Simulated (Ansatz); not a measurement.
Run on ZrS₂: DFT, PBEsol, PAW with Ansatz's default frozen-core files, scalar-relativistic (Ansatz 0.2.0). This run: cell and atoms relaxed.

The cell is Materials Project entry mp-1186, used as a structure alone.

Command: `ansatz run input.yaml --threads 1 --pin off --max-ram 3072MiB --backend cpu --events-out ev --progress --plain --runs-dir out` It took 20 s on 1 thread of Intel(R) Xeon(R) Platinum 8259CL CPU @ 2.50GHz (Skylake/Cascade Lake) (shared host), peak memory 0.4 GiB.

```yaml
crystal:
  lattice:
    - [3.6913825498, 0.0, 0.0]
    - [-1.8456912749, 3.1968310632, 0.0]
    - [0.0, 0.0, 6.04107701]
  atoms:
    - { symbol: Zr, position: [0.0, 0.0, 0.0] }
    - { symbol: S, position: [0.6666666667, 0.3333333333, 0.76209003] }
    - { symbol: S, position: [0.3333333333, 0.6666666667, 0.23790997] }
kpoints:
  mp_grid: { grid: [8, 8, 4] }
scf:
  occupations: { method: fermi_dirac, width: 0.02 }
hamiltonian:
  xc: pbesol
  pseudopotentials: { kind: paw }
output:
  forces: true
  stress: true
relax:
  f_tol: 0.005
  max_steps: 50
  cell: {}
```

Output:

```
Engine: ansatz 0.2.0
Pseudopotentials: kind: paw
Pseudopotential: Zr, paw, valence charge 12, recommended cutoff 420 eV (normal), Zr.paw.azcp
Pseudopotential: S, paw, valence charge 6, recommended cutoff 420 eV (normal), S.paw.azcp
Functional definition: PBEsol
  exchange = pbesol_x
  correlation = pbesol_c
Crystal: 3 atoms, lattice volume = 71.289 Å³
Basis set: ecut = 420 eV, 1389 PW (Γ), exchange–correlation on 50×50×90 points (8 copies of the dense FFT grid, shifted against one another)
Bands: 16, of which v1, the nominal top of the filled ones, is band 12 counted from 1 (11 counted from 0)
Symmetry: 12 space group operations
Space group: P-3m1 (ITA 164), of the structure as read, at distance tolerance 4.1e-5 Å
k-points: 35 of 256
Non-local potential: Zr, projectors of the file, l = 0: 3, l = 1: 2, l = 2: 2, l = 3: 2
Non-local potential: S, projectors of the file, l = 0: 2, l = 1: 2, l = 2: 2
PAW form: soft (Blöchl's): semilocal exchange-correlation on the pseudo side does not see the compensation charge
PAW frozen core: Zr, regenerated for the run's functional, and the local potential with it (the file was generated under x = pbe(κ = 0.804, μ = 0.2195149727645171), c = pbe(β = 0.06672455060314922))
PAW frozen core: S, regenerated for the run's functional, and the local potential with it (the file was generated under x = pbe(κ = 0.804, μ = 0.2195149727645171), c = pbe(β = 0.06672455060314922))
PAW one-centre angular grid: Zr, 590 points (default); XC on 64 Gauss nodes
PAW one-centre angular grid: S, 110 points (default); XC on 64 Gauss nodes
Initial density: superposition of atomic densities (neutral atoms: chi_scale 0, normalization atom), corrected by the library's trained network
Initial wavefunctions: pseudopotential atomic-orbital guess
Functional: x = pbesol(κ = 0.804, μ = 0.12345679012345678), c = pbesol(β = 0.046)
SCF iter   1: F=—  HF=-5903.137690 eV  |F-HF|=—  |Δ(HF+E_count)|=         —  Δρ=5.18e-3  dr2=4.29e-2  ethr=1.77e-3  ⟨swp⟩=6.0  Hψ=3123  notcnv=0
preconditioner: auto → Resta (q_TF=auto, 2.276 Å⁻¹)  ε∞=6.3  [insulator: Δε(μ)=0.872 eV  Ē_g=7.632 eV  σ=0.020 eV  W_gap=1.00  n_scr=22 (ndim 8)  ℏωp=17.6 eV  f_vac=0.029  D(μ)=0.00/eV (n_scr^D=0)  ε∞_Penn≈6.3]
SCF iter   2: F=—  HF=-5903.129553 eV  |F-HF|=—  |Δ(HF+E_count)|=   8.14e-3  Δρ=1.61e-3  dr2=1.79e-3  ethr=1.79e-4  ⟨swp⟩=2.0  Hψ=965  notcnv=0
SCF iter   3: F=—  HF=-5903.129467 eV  |F-HF|=—  |Δ(HF+E_count)|=   8.60e-5  Δρ=8.33e-4  dr2=5.02e-4  ethr=7.48e-6  ⟨swp⟩=2.1  Hψ=815  notcnv=0
SCF iter   4: F=—  HF=-5903.129513 eV  |F-HF|=—  |Δ(HF+E_count)|=   4.62e-5  Δρ=1.27e-4  dr2=1.11e-5  ethr=2.09e-6  ⟨swp⟩=2.8  Hψ=1040  notcnv=0
SCF iter   5: F=—  HF=-5903.129522 eV  |F-HF|=—  |Δ(HF+E_count)|=   9.12e-6  Δρ=3.00e-5  dr2=9.42e-7  ethr=4.64e-8  ⟨swp⟩=2.0  Hψ=764  notcnv=0
SCF iter   6: F=-5903.129524 eV  HF=-5903.129524 eV  |F-HF|=6.81e-8  |Δ(HF+E_count)|=   1.55e-6  Δρ=7.48e-6  dr2=7.19e-8  ethr=4.17e-10  ⟨swp⟩=5.0  Hψ=2166  notcnv=0
SCF 1 converged in 6 iterations: F = -5903.129524 eV  dr2 = 7.19e-8
  greatest PAW one-centre occupation: 0.996 electrons in one spin orbital (limit 2), on the Zr atom at site 0 (counted from 0), in its partial waves of l = 0
relax step   1: F+E_penalty+E_count = -5903.12952407 eV  Δ(F+E_penalty+E_count) = +0.000e0 eV  max|allowed force component| = 1.522e-1 eV/Å  Δτ_max = 0.0000 Å  P = -2.521 GPa  Ω = 71.289 Å³  (6 SCF iters, dr2 threshold 1.00e-7 eV, accepted)
Crystal: 3 atoms, lattice volume = 66.278 Å³
Basis set: ecut = 420 eV, 1287 PW (Γ), exchange–correlation on 50×50×90 points (8 copies of the dense FFT grid, shifted against one another)
Initial density: handed on by an earlier stage of this run
Initial wavefunctions: those handed on with the density
iter 1 solved again at ethr=6.95e-4 eV; its pass at ethr=3.10e-3 eV (dr2=1.67e-1 eV) is discarded
SCF iter   1: F=—  HF=-5903.172764 eV  |F-HF|=—  |Δ(HF+E_count)|=         —  Δρ=7.58e-3  dr2=1.69e-1  ethr=6.95e-4  ⟨swp⟩=1.0  Hψ=3951  notcnv=0
preconditioner: auto → Resta (q_TF=auto, 2.303 Å⁻¹)  ε∞=6.4  [insulator: Δε(μ)=0.567 eV  Ē_g=7.856 eV  σ=0.020 eV  W_gap=1.00  n_scr=22 (ndim 8)  ℏωp=18.2 eV  f_vac=0.011  D(μ)=0.00/eV (n_scr^D=0)  ε∞_Penn≈6.4]
SCF iter   2: F=—  HF=-5903.141679 eV  |F-HF|=—  |Δ(HF+E_count)|=   3.11e-2  Δρ=2.75e-3  dr2=1.35e-2  ethr=6.95e-4  ⟨swp⟩=2.0  Hψ=838  notcnv=0
SCF iter   3: F=—  HF=-5903.138209 eV  |F-HF|=—  |Δ(HF+E_count)|=   3.47e-3  Δρ=1.11e-3  dr2=2.78e-3  ethr=5.63e-5  ⟨swp⟩=2.0  Hψ=868  notcnv=0
SCF iter   4: F=—  HF=-5903.137676 eV  |F-HF|=—  |Δ(HF+E_count)|=   5.33e-4  Δρ=4.44e-4  dr2=2.18e-4  ethr=1.16e-5  ⟨swp⟩=2.0  Hψ=752  notcnv=0
SCF iter   5: F=—  HF=-5903.137760 eV  |F-HF|=—  |Δ(HF+E_count)|=   8.43e-5  Δρ=8.97e-5  dr2=5.83e-6  ethr=9.08e-7  ⟨swp⟩=2.0  Hψ=818  notcnv=0
SCF iter   6: F=-5903.137770 eV  HF=-5903.137769 eV  |F-HF|=2.26e-7  |Δ(HF+E_count)|=   9.40e-6  Δρ=1.57e-5  dr2=2.16e-7  ethr=1.25e-9  ⟨swp⟩=3.3  Hψ=2373  notcnv=0
SCF 2 converged in 6 iterations: F = -5903.137770 eV  dr2 = 2.16e-7
relax step   2: F+E_penalty+E_count = -5903.13776954 eV  Δ(F+E_penalty+E_count) = -8.245e-3 eV  max|allowed force component| = 3.605e-3 eV/Å  Δτ_max = 0.0539 Å  P = +1.559 GPa  Ω = 66.278 Å³  energy of the carried Pulay correction = +4.335e-4 eV  (6 SCF iters, dr2 threshold 3.00e-7 eV, accepted)
Crystal: 3 atoms, lattice volume = 68.195 Å³
Basis set: ecut = 420 eV, 1315 PW (Γ), exchange–correlation on 50×50×90 points (8 copies of the dense FFT grid, shifted against one another)
iter 1 solved again at ethr=1.36e-4 eV; its pass at ethr=3.10e-3 eV (dr2=3.25e-2 eV) is discarded
SCF iter   1: F=—  HF=-5903.159498 eV  |F-HF|=—  |Δ(HF+E_count)|=         —  Δρ=3.28e-3  dr2=3.15e-2  ethr=1.36e-4  ⟨swp⟩=1.1  Hψ=3857  notcnv=0
preconditioner: auto → Resta (q_TF=auto, 2.292 Å⁻¹)  ε∞=6.2  [insulator: Δε(μ)=0.888 eV  Ē_g=7.896 eV  σ=0.020 eV  W_gap=1.00  n_scr=22 (ndim 8)  ℏωp=18.0 eV  f_vac=0.018  D(μ)=0.00/eV (n_scr^D=0)  ε∞_Penn≈6.2]
SCF iter   2: F=—  HF=-5903.153586 eV  |F-HF|=—  |Δ(HF+E_count)|=   5.91e-3  Δρ=1.19e-3  dr2=2.50e-3  ethr=1.31e-4  ⟨swp⟩=2.0  Hψ=841  notcnv=0
SCF iter   3: F=—  HF=-5903.152959 eV  |F-HF|=—  |Δ(HF+E_count)|=   6.26e-4  Δρ=4.95e-4  dr2=5.27e-4  ethr=1.04e-5  ⟨swp⟩=2.1  Hψ=734  notcnv=0
SCF iter   4: F=—  HF=-5903.152872 eV  |F-HF|=—  |Δ(HF+E_count)|=   8.71e-5  Δρ=1.92e-4  dr2=4.13e-5  ethr=2.19e-6  ⟨swp⟩=2.0  Hψ=762  notcnv=0
[... lines left out ...]
relax step   6: F+E_penalty+E_count = -5903.15386056 eV  Δ(F+E_penalty+E_count) = -6.144e-6 eV  max|allowed force component| = 9.468e-5 eV/Å  Δτ_max = 0.0022 Å  P = +0.003 GPa  Ω = 67.115 Å³  energy of the carried Pulay correction = +3.589e-4 eV  (5 SCF iters, dr2 threshold 6.51e-9 eV, accepted)
Basis set: ecut = 420 eV, 1315 PW (Γ), exchange–correlation on 50×50×80 points (8 copies of the dense FFT grid, shifted against one another)
Initial wavefunctions: pseudopotential atomic-orbital guess (no wavefunctions were taken with the density)
iter 1 solved again at ethr=2.83e-7 eV; its pass at ethr=3.10e-3 eV (dr2=6.79e-5 eV) is discarded
SCF iter   1: F=—  HF=-5903.153515 eV  |F-HF|=—  |Δ(HF+E_count)|=         —  Δρ=3.94e-5  dr2=1.17e-7  ethr=2.83e-7  ⟨swp⟩=3.0  Hψ=4443  notcnv=0
preconditioner: auto → Resta (q_TF=auto, 2.299 Å⁻¹)  ε∞=6.3  [insulator: Δε(μ)=0.781 eV  Ē_g=7.866 eV  σ=0.020 eV  W_gap=1.00  n_scr=22 (ndim 8)  ℏωp=18.1 eV  f_vac=0.014  D(μ)=0.00/eV (n_scr^D=0)  ε∞_Penn≈6.3]
SCF iter   2: F=—  HF=-5903.153551 eV  |F-HF|=—  |Δ(HF+E_count)|=   3.63e-5  Δρ=2.07e-5  dr2=3.12e-8  ethr=4.90e-10  ⟨swp⟩=2.1  Hψ=944  notcnv=0
SCF iter   3: F=—  HF=-5903.153551 eV  |F-HF|=—  |Δ(HF+E_count)|=   8.18e-8  Δρ=7.60e-7  dr2=2.86e-10  ethr=1.30e-10  ⟨swp⟩=2.7  Hψ=946  notcnv=0
SCF iter   4: F=—  HF=-5903.153551 eV  |F-HF|=—  |Δ(HF+E_count)|=  2.46e-10  Δρ=2.52e-7  dr2=6.98e-11  ethr=1.00e-12  ⟨swp⟩=6.1  Hψ=2602  notcnv=0
SCF iter   5: F=-5903.153551 eV  HF=-5903.153551 eV  |F-HF|=9.09e-13  |Δ(HF+E_count)|=  8.00e-11  Δρ=8.96e-8  dr2=1.61e-11  ethr=1.00e-12  ⟨swp⟩=5.9  Hψ=2333  notcnv=0
SCF 7 converged in 5 iterations: F = -5903.153551 eV  dr2 = 1.61e-11
relax step   7: F+E_penalty+E_count = -5903.15355103 eV  Δ(F+E_penalty+E_count) = +3.095e-4 eV  max|allowed force component| = 8.861e-5 eV/Å  Δτ_max = 0.0000 Å  P = +0.000 GPa  Ω = 67.115 Å³  stress off target by 3.09e-3 GPa  SCF on the basis re-selected at this cell (its energy is not comparable with the rows above)  (5 SCF iters)
basis re-selected at this cell: Δ(F+E_penalty+E_count) = +3.095e-4 eV, ΔP = -0.003 GPa vs the last step (what re-selecting the basis moved, of the pressure what is left beyond the Pulay correction that the steps carried, after the strain that the cell walked since its last selection, with what the two solves' SCF thresholds leave and, on support functions, any second-order correction that the steps lacked; it is no measure of the basis error at this ecutwfc). The dense FFT grid was sized anew with the basis: this SCF ran on 25×25×40 points, the steps before it on 25×25×45, so part of this shift can come from that change (see relax.cell in the input reference). This SCF's stress stands 3.09e-3 GPa from its target on what of the cell is left free (relax.cell.stress_tol is 5.00e-2 GPa) and its largest allowed force component is 8.86e-5 eV/Å (relax.f_tol is 5.00e-3 eV/Å): within both
SCF converged after 5 iterations
Free energy (F): -5903.153551 eV
Harris-Foulkes:  -5903.153551 eV  (|F-HF|=9.09e-13)
Internal energy: -5903.153551 eV  (E = F + TS)
E sigma→0 (E₀):  -5903.153551 eV
Fermi energy:    7.577791 eV
--- Per-component energies (eV) ---
  E_band       = -162.305210
  E_kinetic    = 546.896505
  E_local      = -1300.658705  (includes V_loc(G=0)·N_el)
  E_nonlocal   = 136.700081
  E_hartree    = 455.762935
  E_xc         = -353.605527
  E_vxc        = -366.177257  (∫ρ·V_xc dr)
  E_paw        = -4067.741405  (= ΣΔE_a)
  E_vpaw       = -90.591839  (= ΣTr[D̂ρ^β])
  E_aug_tail   = 0.000025  (compensation charges beyond the density's cutoff)
  E_ewald      = -1320.797079
  E_core_change = 0.289619  (= ΣΔE_core)
  E_smearing   = -0.000000  (= −TS)
  E_closure    = 0.000000  (closes the sum)
  Σ components = -5903.153551   (vs F -5903.153551, Δ=0.00e0)
--- Forces (eV/Å), atoms counted from 1 ---
  atom   1  Zr     0.00000000     0.00000000     0.00000000
  atom   2  S     -0.00000000    -0.00000000    -0.00008861
  atom   3  S      0.00000000     0.00000000     0.00008861
  max |Σ_I F_I| component: 1.05e-30 eV/Å
--- Stress (GPa, compression-positive) ---
       -0.000909       0.000000       0.000000
        0.000000      -0.000909      -0.000000
        0.000000      -0.000000       0.003089
  P = ⅓ Tr σ = 0.0004 GPa (0.004 kbar)
--- Relaxed structure (6 steps of the walk, 6 accepted, 1 SCFs on fresh bases) ---
  F+E_penalty+E_count = -5903.15355103 eV   max|allowed force component| = 8.861e-5 eV/Å   (the final SCF, on the basis selected at the relaxed cell)
  cell:  # Å, volume = 67.1150 Å³
    - [3.628536760173531, 0.0, 0.0]
    - [-1.8142683800867656, 3.1424050128759613, -3.0093182962565403e-32]
    - [0.0, -5.686732647377425e-32, 5.886078134341731]
  atoms:
    - { symbol: Zr, position: [-1.4270094619761594e-34, -1.004082848665019e-35, 2.871546701201227e-19] }
    - { symbol: S, position: [0.6666666666666666, 0.33333333333333337, 0.7532689068668187] }
    - { symbol: S, position: [0.33333333333333337, 0.6666666666666667, 0.24673109313318137] }
```

Next run, as changes to the input before:

```diff
   lattice:
-    - [3.6913825498, 0.0, 0.0]
-    - [-1.8456912749, 3.1968310632, 0.0]
-    - [0.0, 0.0, 6.04107701]
+    - [3.6285367602, 0.0, 0.0]
+    - [-1.8142683801, 3.1424050129, 0.0]
+    - [0.0, 0.0, 5.8860781343]
   atoms:
-    - { symbol: S, position: [0.6666666667, 0.3333333333, 0.76209003] }
-    - { symbol: S, position: [0.3333333333, 0.6666666667, 0.23790997] }
+    - { symbol: S, position: [0.6666666667, 0.3333333333, 0.7532689069] }
+    - { symbol: S, position: [0.3333333333, 0.6666666667, 0.2467310931] }
 kpoints:
   stress: true
-relax:
-  f_tol: 0.005
-  max_steps: 50
-  cell: {}
+  eigenvalues: true
+  populations: true
```

Command: `ansatz run input.yaml --threads 1 --pin off --max-ram 3072MiB --backend cpu --events-out ev --progress --plain --runs-dir out` It took 3.2 s on 1 thread of Intel(R) Xeon(R) Platinum 8259CL CPU @ 2.50GHz (Skylake/Cascade Lake), on a shared host, peak memory 0.38 GiB.

Results part of the output:

```
SCF 1 converged in 6 iterations: F = -5903.153551 eV  dr2 = 6.16e-8
  greatest PAW one-centre occupation: 0.996 electrons in one spin orbital (limit 2), on the Zr atom at site 0 (counted from 0), in its partial waves of l = 0
SCF converged after 6 iterations
Free energy (F): -5903.153551 eV
Harris-Foulkes:  -5903.153551 eV  (|F-HF|=4.48e-8)
Internal energy: -5903.153551 eV  (E = F + TS)
E sigma→0 (E₀):  -5903.153551 eV
Fermi energy:    7.577840 eV
--- Per-component energies (eV) ---
  E_band       = -162.303153
  E_kinetic    = 546.896249
  E_local      = -1300.654755  (includes V_loc(G=0)·N_el)
  E_nonlocal   = 136.699757
  E_hartree    = 455.759460
  E_xc         = -353.605632
  E_vxc        = -366.177374  (∫ρ·V_xc dr)
  E_paw        = -4067.741196  (= ΣΔE_a)
  E_vpaw       = -90.591681  (= ΣTr[D̂ρ^β])
  E_aug_tail   = 0.000025  (compensation charges beyond the density's cutoff)
  E_ewald      = -1320.797079
  E_core_change = 0.289619  (= ΣΔE_core)
  E_smearing   = -0.000000  (= −TS)
  E_closure    = 0.000000  (closes the sum)
  Σ components = -5903.153551   (vs F -5903.153551, Δ=0.00e0)
--- Forces (eV/Å), atoms counted from 1 ---
  atom   1  Zr    -0.00000000     0.00000000     0.00000000
  atom   2  S     -0.00000000     0.00000000    -0.00012998
  atom   3  S     -0.00000000    -0.00000000     0.00012998
  max |Σ_I F_I| component: 1.85e-17 eV/Å
--- Stress (GPa, compression-positive) ---
       -0.000406       0.000000       0.000000
        0.000000      -0.000406       0.000000
        0.000000       0.000000       0.002996
  P = ⅓ Tr σ = 0.0007 GPa (0.007 kbar)
--- Band table (eV; the first three rows and the last of 35) ---
  k-point 0: bands = ["-41.6203", "-19.7388", "-19.5694", "-19.5694", "-5.6263", "-4.0739", "2.5877", "4.3506", "4.3506", "7.1133", "7.1133", "7.1686", "8.7081", "8.7081", "9.4317", "12.1202"]
  k-point 1: bands = ["-41.6203", "-19.7391", "-19.5694", "-19.5694", "-5.5097", "-4.2651", "3.0312", "4.3703", "4.3703", "6.2720", "7.0411", "7.0411", "8.6895", "8.6895", "9.7230", "12.3154"]
  k-point 2: bands = ["-41.6203", "-19.7394", "-19.5694", "-19.5694", "-5.3495", "-4.4961", "3.7291", "4.3907", "4.3907", "5.2706", "6.9708", "6.9708", "8.6705", "8.6705", "9.8620", "12.5258"]
  k-point 34: bands = ["-41.5953", "-19.8139", "-19.7311", "-19.6639", "-4.3766", "-4.1458", "3.2435", "3.5930", "4.3821", "4.9006", "5.2311", "5.6402", "9.1890", "10.1417", "10.2560", "12.3688"]
--- Löwdin populations: 3 sites ---
  site symbol       q [e]
     0     Zr     11.2585
     1      S      6.3028
     2      S      6.3028
  spilling = 0.005657 (of n_electrons = 24.000000)
```

The PAW files were made under PBE.
